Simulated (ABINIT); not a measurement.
ZnS: band structure with r2SCAN

**Measured values to compare with.**

From “Electronic, vibrational, and thermodynamic properties of ZnS (zincblende and rocksalt structure)”, 2009, arxiv:0911.5022, for a bulk crystal of ZnS at 19 K: band gap 3.85 eV (direct).

Crystal: ZnS.

```xyz
2
Lattice="0.0000 2.7020 2.7020 2.7020 0.0000 2.7020 2.7020 2.7020 0.0000" Properties=species:S:1:pos:R:3 pbc="T T T"
Zn    4.0530    4.0530    4.0530
S     0.0000    0.0000    0.0000
```

```json
{
 "Program": "ABINIT 10.8.3 (patched build)",
 "Task": "band structure",
 "Functional": "r2SCAN",
 "Potentials or basis": "JTH PAW PBE v2.0",
 "Cutoff": "707 eV",
 "k mesh": "9 × 9 × 9",
 "Occupations": "fermi-dirac, width 0.05 eV",
 "Spin": "no spin polarisation",
 "Fine-grid cutoff": "1306.15 eV"
}
```

```yaml
Pressure: -0.6 GPa
Band_gap_on_the_k_mesh: 2.64 eV, direct
Band_gap_along_the_path: 2.64 eV, direct
Valence_electrons_inside_the_program's_atomic_spheres: Zn 10.78; S 3.61
```

Levels at the corners of the path, in eV from the valence-band top:
| point | band 7 | band 8 | band 9 | band 10 | band 11 | band 12 |
| --- | --- | --- | --- | --- | --- | --- |
| Γ | 0.00 | 0.00 | 0.00 | 2.64 | 6.88 | 6.88 |
| X | -4.62 | -2.29 | -2.29 | 3.72 | 4.48 | 11.73 |
| W | -4.65 | -2.82 | -2.79 | 6.04 | 6.58 | 8.44 |
| K | -4.68 | -3.19 | -1.86 | 4.50 | 6.42 | 9.93 |
| Γ | 0.00 | 0.00 | 0.00 | 2.64 | 6.88 | 6.88 |
| L | -5.41 | -0.89 | -0.89 | 3.80 | 7.37 | 7.37 |
| U | -4.68 | -3.19 | -1.86 | 4.50 | 6.42 | 9.93 |
| W | -4.65 | -2.82 | -2.79 | 6.04 | 6.58 | 8.44 |
| L | -5.41 | -0.89 | -0.89 | 3.80 | 7.37 | 7.37 |
| K | -4.68 | -3.19 | -1.86 | 4.50 | 6.42 | 9.93 |

It took 12 min on 1 thread of Arm Neoverse V1, on a shared host, peak memory 0.19 GiB.

Against the measured gap of ZnS, 3.85 eV (direct; 19 K; quoted in “Electronic, vibrational, and thermodynamic properties of ZnS (zincblende and rocksalt structure)”, 2009, arxiv:0911.5022), the calculated 2.64 eV is off by -1.21 eV. The value is that of r2SCAN, without temperature or zero-point motion.

Caveat: the PAW data sets were made with another functional, which shifts forces and pressure a little.
